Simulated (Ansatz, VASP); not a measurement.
# One calculation of TaAs, two programs

The input INCAR:

```
SYSTEM = TaAs
PREC = Accurate
ENCUT = 520
EDIFF = 1E-7
ISMEAR = 0
SIGMA = 0.1
LREAL = .FALSE.
LASPH = .TRUE.
NELM = 100
ALGO = Normal
ISIF = 2
LWAVE = .FALSE.
LCHARG = .FALSE.
GGA = PE
NBANDS = 24
```

KPOINTS

```
regular mesh
0
G
  8 8 8
  0 0 0
```

POSCAR

```
TaAs
1.0
   -1.7218133622      1.7218133622      5.8679415361
    1.7218133622     -1.7218133622      5.8679415361
    1.7218133622      1.7218133622     -5.8679415361
Ta As
2 2
Direct
    0.4999673000      0.9999673000      0.5000000000
    0.7499673000      0.7499673000      0.0000000000
    0.0826321200      0.5826321200      0.5000000000
    0.3326321200      0.3326321200      0.0000000000
```

Input for Ansatz:

```yaml
crystal:
  lattice:
    - [-1.7218133622, 1.7218133622, 5.8679415361]
    - [1.7218133622, -1.7218133622, 5.8679415361]
    - [1.7218133622, 1.7218133622, -5.8679415361]
  atoms:
    - { symbol: Ta, position: [0.4999673, 0.9999673, 0.5] }
    - { symbol: Ta, position: [0.7499673, 0.7499673, 0.0] }
    - { symbol: As, position: [0.08263212, 0.58263212, 0.5] }
    - { symbol: As, position: [0.33263212, 0.33263212, 0.0] }
basis:
  ecutwfc: 420
kpoints:
  mp_grid: { grid: [8, 8, 8] }
hamiltonian:
  xc: pbe
scf:
  occupations: { method: gaussian, width: 0.1 }
output:
  forces: true
  stress: true
  eigenvalues: true
```

The cell is a database's computed one.

Alike in both runs: task single point; functional PBE; k mesh 8 × 8 × 8; occupations gaussian, width 0.1 eV; no spin polarisation.

```csv
,VASP,Ansatz
version,VASP 6.6.1,Ansatz 0.2.0
potentials or method,"VASP PAW PBE potentials, release 64 (Ta_pv, As)","scalar-relativistic, plane waves, PAW"
plane-wave cutoff (eV),520,420
valence electrons in the cell,32,56
```

```csv
,VASP,Ansatz,Ansatz less VASP
gap on the k mesh at the Fermi level (eV),none,none,-
pressure (GPa),2.6,2.2,-0.47
largest component of the traceless stress (GPa),0.51,0.44,-0.069
rms of the force components (eV/Å),0.016,0.015,-0.0011
```

Atom by atom the forces differ by 0.001 eV/Å (rms over components). A gap of «none» marks a metal or a gap that the smearing closes. The two sets of potentials don't hold the same shells in valence.

Spin-orbit coupling is left out, which matters for the levels of Ta.
